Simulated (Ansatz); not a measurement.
# CdO (Monteponite) (Fm-3m) in Ansatz: a series of runs

The runs below take CdO (Monteponite) through single point, with PBE, PBEsol+D4.

Everything below comes from runs of Ansatz 0.2.0. Logs are shortened: lines on timing, memory, paths and dates and some standing lists are left out, and cuts for length are marked.

## Step 1: The structure

It takes space group Fm-3m (No. 225, cubic). Conventional cell: a = 4.699 Å, b = 4.699 Å, c = 4.699 Å, α = 90.00°, β = 90.00°, γ = 90.00°. Cd (site symmetry m-3m) is surrounded by 6 O at 2.35 Å. O (site symmetry m-3m) is surrounded by 6 Cd at 2.35 Å.

## Step 2: Single point, PBE

File input.yaml:

```yaml
crystal:
  lattice:
    - [0.0, 2.3495, 2.3495]
    - [2.3495, 0.0, 2.3495]
    - [2.3495, 2.3495, 0.0]
  atoms:
    - { symbol: Cd, position: [0.0, 0.0, 0.0] }
    - { symbol: O, position: [0.5, 0.5, 0.5] }
kpoints:
  mp_grid: { grid: [7, 7, 7] }
scf:
  occupations: { method: fermi_dirac, width: 0.02 }
hamiltonian:
  xc: pbe
  pseudopotentials: { kind: all_electron, lapw: { basis_error: 0.003 } }
output:
  forces: true
  stress: true
  eigenvalues: true
```

Potentials or basis: all-electron LAPW, scalar-relativistic.

On the command line:

```
ansatz run input.yaml --threads 1 --pin off --max-ram 2560MiB --backend cpu --events-out ev --progress --plain --runs-dir out
```

The log of the run:

```text
Warning: RAYON_NUM_THREADS=1 ignored (pool sized by the plan → 1); use --threads N
LAPW: plane waves up to 8.409 Å⁻¹, error target 3.0e-3 eV per atom; small_component_spin mean_spin; O in spheres of 1.042 Å, 6 of its electrons in bands, Dirac shells []; Cd in spheres of 1.307 Å, 20 of its electrons in bands, Dirac shells [] (how accurate: hamiltonian.pseudopotentials.lapw.basis_error, Limitations)
Engine: ansatz 0.2.0, x86_64-unknown-linux-gnu
Pseudopotentials: kind: all_electron
Pseudopotential: Cd, LAPW, valence charge 20, lapw/all_electron/scalar/gaussian/Cd, Koelling and Harmon's equation, gaussian nucleus
Pseudopotential: O, LAPW, valence charge 6, lapw/all_electron/scalar/gaussian/O, Koelling and Harmon's equation, gaussian nucleus
Functional definition: PBE
  parameter kappa = 0.804
  parameter beta = 0.06672455060314922
  exchange = pbe_x(kappa = kappa, mu = beta*pi^2/3)
  correlation = pbe_c(beta = beta)
Crystal: 2 atoms, lattice volume = 25.939 Å³
Basis set: ecut = 269.3983729163576 eV, 259 PW (Γ), exchange–correlation at level 2
Bands: 17, of which v1, the nominal top of the filled ones, is band 13 counted from 1 (12 counted from 0)
Symmetry: 48 space group operations
Space group: Fm-3m (ITA 225), of the structure as read, at distance tolerance 3.0e-5 Å
k-points: 20 of 343
Non-local potential: Cd, projectors of the file, none
Non-local potential: O, projectors of the file, none
Initial density: superposition of atomic densities (chi_scale 0.1, normalization cell, long waves kept (reshape's long-wave potential 0.00 eV rms))
Initial wavefunctions: plane waves of lowest kinetic energy (no species holds an atomic orbital)
Functional: x = pbe(κ = 0.804, μ = 0.2195149727645171), c = pbe(β = 0.06672455060314922)
iter 1 solved again at ethr=1.28e-2 eV; its pass at ethr=1.00e-1 eV (dr2=3.33e0 eV) is discarded
SCF iter   1: F=—  HF=-154285.151205 eV  |F-HF|=—  |Δ(HF+E_count)|=         —  Δρ=9.67e-2  dr2=3.33e0  ethr=1.28e-2  ⟨swp⟩=2.0  Hψ=2249  notcnv=0
preconditioner: auto → none  [insulator: Δε(μ)=1.206 eV  Ē_g=15.579 eV  σ=0.020 eV  W_gap=1.00  n_scr=14 (ndim 8)  ℏωp=30.9 eV  f_vac=0.000  D(μ)=0.00/eV (n_scr^D=0)  ε∞_Penn≈4.9]
SCF iter   2: F=—  HF=-154284.348070 eV  |F-HF|=—  |Δ(HF+E_count)|=   8.03e-1  Δρ=4.82e-2  dr2=6.77e-1  ethr=1.28e-2  ⟨swp⟩=3.0  Hψ=1098  notcnv=0
SCF iter   3: F=—  HF=-154283.372186 eV  |F-HF|=—  |Δ(HF+E_count)|=   9.76e-1  Δρ=1.47e-2  dr2=7.94e-2  ethr=2.60e-3  ⟨swp⟩=3.0  Hψ=1083  notcnv=0
iter 4 solved again at ethr=8.94e-6 eV; its pass at ethr=3.06e-4 eV (dr2=2.32e-3 eV) is discarded
SCF iter   4: F=—  HF=-154283.359440 eV  |F-HF|=—  |Δ(HF+E_count)|=   1.27e-2  Δρ=2.52e-3  dr2=2.32e-3  ethr=8.94e-6  ⟨swp⟩=2.0  Hψ=1701  notcnv=0
SCF iter   5: F=—  HF=-154283.355526 eV  |F-HF|=—  |Δ(HF+E_count)|=   3.91e-3  Δρ=1.44e-3  dr2=7.41e-4  ethr=8.94e-6  ⟨swp⟩=2.0  Hψ=953  notcnv=0
SCF iter   6: F=—  HF=-154283.355137 eV  |F-HF|=—  |Δ(HF+E_count)|=   3.89e-4  Δρ=2.09e-4  dr2=1.44e-5  ethr=2.85e-6  ⟨swp⟩=2.0  Hψ=945  notcnv=0
SCF iter   7: F=-154283.355137 eV  HF=-154283.355137 eV  |F-HF|=5.61e-8  |Δ(HF+E_count)|=   1.85e-7  Δρ=1.43e-5  dr2=4.65e-8  ethr=5.55e-8  ⟨swp⟩=2.0  Hψ=941  notcnv=0
SCF 1 converged in 7 iterations: F = -154283.355137 eV  dr2 = 4.65e-8
SCF converged after 7 iterations
Free energy (F): -154283.355137 eV
Harris-Foulkes:  -154283.355137 eV  (|F-HF|=5.61e-8)
Internal energy: -154283.354603 eV  (E = F + TS)
E sigma→0 (E₀):  -154283.354870 eV
Entropy (-TS):   -0.000534 eV (-0.267 meV/atom)
Fermi energy:    13.669293 eV
--- Per-component energies (eV) ---
  E_band       = -326.621343
  E_kinetic    = 161522.491550
  E_xc         = -4443.465201
  E_electrostatic = -311362.380951  (all electrons and nuclei)
  E_smearing   = -0.000534  (= −TS)
  E_closure    = 0.000000  (closes the sum)
  E_atoms      = -154275.600110  (free atoms, spherical and without spin; not in F)
  Σ components = -154283.355137   (vs F -154283.355137, Δ=0.00e0)
  Basis errors (estimates in eV, not in F): energy 1.0e-3 per atom: plane waves 9.8e-4 (5.4e-4 summed), levels above the bands 2.2e-290, relativity 2.0e-7, radial functions 5.6e-5, core shells 2.7e-6; eigenvalues (radial functions only) 1.6e-4; not estimated: angular momenta, meshes, grids; target (lapw.basis_error) 3.0e-3; muffin-tin radii O 1.042 Å, Cd 1.307 Å
--- Forces (eV/Å), atoms counted from 1 ---
  atom   1  Cd    -0.00000000    -0.00000000    -0.00000000
  atom   2  O      0.00000000    -0.00000000    -0.00000000
  max |Σ_I F_I| component: 2.05e-30 eV/Å
--- Stress (GPa, compression-positive) ---
        6.115329      -0.000000       0.000000
       -0.000000       6.115329       0.000000
        0.000000       0.000000       6.115329
  P = ⅓ Tr σ = 6.1153 GPa (61.153 kbar)
--- Band table (eV; the first three rows and the last of 20) ---
  k-point 0: bands = ["-86.7462", "-47.8350", "-47.8350", "-47.8350", "-3.6856", "6.9668", "6.9668", "6.9668", "7.2702", "7.2702", "12.3097", "12.3097", "12.3097", "13.2652", "28.1954", "30.7057", "30.7057"]
  k-point 1: bands = ["-86.7460", "-47.8381", "-47.8354", "-47.8354", "-3.5489", "6.8777", "6.9653", "6.9653", "7.1757", "7.1757", "11.0094", "12.5833", "12.5833", "14.8726", "26.2408", "29.2154", "29.2154"]
  k-point 2: bands = ["-86.7455", "-47.8452", "-47.8365", "-47.8365", "-3.2225", "6.5252", "6.6609", "6.6609", "7.3234", "7.3234", "10.0762", "13.1607", "13.1607", "16.7337", "23.1668", "27.0668", "27.0668"]
  k-point 19: bands = ["-86.7449", "-47.8467", "-47.8458", "-47.8408", "-2.9392", "6.6267", "6.8435", "6.9413", "7.6067", "7.7539", "10.5881", "10.7081", "12.2160", "19.7069", "22.1038", "22.4507", "25.2826"]
```

It took 2.4 s on 1 thread of Intel Xeon Platinum 8488C (Sapphire Rapids), shared host; peak memory 0.28 GiB.

What came out:

```yaml
Free_energy: -154283.3551 eV
Pressure: 6.1 GPa
Band_gap_on_the_k_mesh: none (metal or under the smearing width)
```

Caveat: the k mesh is thin for a metal, which can move the energy by tens of meV per atom; this crystal is a semiconductor, whose small gap the functional closes, so the metal is an error of the method.

## Step 3: Single point, PBEsol+D4, collinear spin, random start

File input.yaml:

```yaml
crystal:
  lattice:
    - [0.0, 2.3495, 2.3495]
    - [2.3495, 0.0, 2.3495]
    - [2.3495, 2.3495, 0.0]
  atoms:
    - { symbol: Cd, position: [0.0, 0.0, 0.0], spin: 1.0 }
    - { symbol: O, position: [0.5, 0.5, 0.5] }
kpoints:
  mp_grid: { grid: [10, 10, 10] }
scf:
  occupations: { method: gaussian, width: 0.05 }
hamiltonian:
  xc: pbesol
  dispersion: d4
  pseudopotentials: { kind: all_electron, lapw: { basis_error: 0.0005 } }
magnetization:
  spin_polarized: true
  initial_magnetization: 1.0
  spin_locking: { lock_magnetization: hard }
output:
  forces: true
  stress: true
  eigenvalues: true
```

Potentials or basis: all-electron LAPW, scalar-relativistic.

On the command line:

```
ansatz run input.yaml --threads 1 --pin off --max-ram 2560MiB --backend cpu --events-out ev --progress --plain --runs-dir out
```

Wall time 18 s (1 thread of Intel Xeon Platinum 8488C (Sapphire Rapids), shared host); peak memory 0.48 GiB.

The run converged. Its results:

| Quantity | Value |
| --- | --- |
| Free energy | -154204.8991 eV |
| Pressure | 8.8 GPa |
| Absolute moment | 1.00 μB per cell |
| Site moments | Cd +0.22; O +0.62 μB |

Caveat: the total moment is fixed, so each spin has its own Fermi level.
